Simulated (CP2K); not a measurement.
Runs of CP2K 2026.2 on RbBr. It takes space group Fm-3m (No. 225, cubic). The conventional cell has a = 6.854 Å, b = 6.854 Å, c = 6.854 Å, α = 90.00°, β = 90.00°, γ = 90.00°. Around Rb (site symmetry m-3m) lie 6 Br at 3.43 Å. Br (site symmetry m-3m) is surrounded by 6 Rb at 3.43 Å. 

```csv
potentials or basis,ADDED_MOS,gap on the mesh (eV),pressure (GPa)
"POTENTIAL_UZH Rb GTH-PBE-q9, Br GTH-PBE-q7; DZVP-MOLOPT-PBE-GTH basis",[10],4.31,1.3
"GTH_POTENTIALS Rb GTH-PBE-q9, Br GTH-PBE-q7; DZVP-MOLOPT-SR-GTH basis",[10],(b),1.2
"POTENTIAL_UZH Rb GTH-PBE-q9, Br GTH-PBE-q7; ccGRB-D basis",[10],4.55,1.3
"GTH_POTENTIALS Rb GTH-PBE-q9, Br GTH-PBE-q7; SZV-MOLOPT-SR-GTH basis",[1],3.36,1.9
"GTH_POTENTIALS Rb GTH-PBE-q9, Br GTH-PBE-q7; TZVP-MOLOPT-SR-GTH basis",[10],(c),(a)
```

Alike in all rows: task single point; level PBE; no spin polarisation; cell as given; k mesh 7 × 7 × 7; smearing fermi-dirac 0.05 eV.

Q: Estimate the missing entries.

A: (a) 1.1; (b) 4.40; (c) 4.33.

Caveats: the basis of atomic orbitals isn't converged, which shifts pressures, moduli and gaps; an odd mesh through Γ misses points on the zone boundary, where band edges often lie (some runs); a minimal basis gives rough bond lengths, pressures and levels (some runs).

A k mesh can miss the band edges, and the runs leave out spin-orbit coupling on Br, Rb.
